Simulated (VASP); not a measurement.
Input:

```xyz
2
Lattice="0.0000 2.5226 2.5226 2.5226 0.0000 2.5226 2.5226 2.5226 0.0000" Properties=species:S:1:pos:R:3 pbc="T T T"
In     0.0000     0.0000     0.0000
N      1.2613     1.2613     1.2613
```

These are PBE GGA, VASP's PBE PAW potentials (set 64) (plane waves; VASP) values and carry that method's errors. Run with 450 eV cut-off, Gaussian smearing of 0.050 eV, potentials In_d N.

Q: Give the energies of bands 7 to 10 at the high-symmetry points, in eV from the Fermi level.

A: 
```json
[
 {"band": "7", "Γ": "-0.50", "X": "-4.90", "U": "-4.79", "L": "-5.63", "W": "-4.69"},
 {"band": "8", "Γ": "0.00", "X": "-2.17", "U": "-3.23", "L": "-0.80", "W": "-2.87"},
 {"band": "9", "Γ": "0.00", "X": "-2.17", "U": "-1.74", "L": "-0.80", "W": "-2.72"},
 {"band": "10", "Γ": "0.00", "X": "2.89", "U": "4.26", "L": "2.97", "W": "5.19"}
]
```

It has no gap at this level: it comes out as a metal or semimetal.

The compound is InN in the zinc blende structure, a metastable form; wurtzite is the usual one. It was relaxed first.
